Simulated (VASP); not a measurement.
W, 6 atoms in the cell. The cell holds a slab with vacuum, 6 atoms: a = 2.720 Å, b = 2.720 Å, c = 26.105 Å, α = 90.00°, β = 90.00°, γ = 109.47°. The slab is cut from a database's or a generator's crystal, which needn't be the stable form of the element.

- Program: VASP 6.6.1
- Task: single point
- Functional: LDA
- Potentials or basis: VASP PAW LDA potentials, release 64 (W_sv)
- Cutoff: 520 eV
- k mesh: 15 × 15 × 1
- Occupations: methfessel-paxton, width 0.1 eV
- Spin: no spin polarisation
- Dipole correction: yes
- Further INCAR settings: ALGO = Fast; EDIFF = 1e-06; NBANDS = 51

Potentials or basis: VASP PAW LDA potentials, release 64 (W_sv).

The run is started by

```sh
$ cat potpaw_LDA.64/W_sv/POTCAR > POTCAR
$ mpirun -np 4 vasp_std > vasp.out
```

Hardware: 4 MPI ranks on Intel(R) Xeon(R) 6975P-C (Granite Rapids), with other jobs on the host.

Estimate the wall time of this run.

Run time: 3.5 min on 4 MPI ranks on Intel(R) Xeon(R) 6975P-C (Granite Rapids), on a shared host, peak memory 0.47 GiB a rank. Counts: scf iterations 26, k points 64.
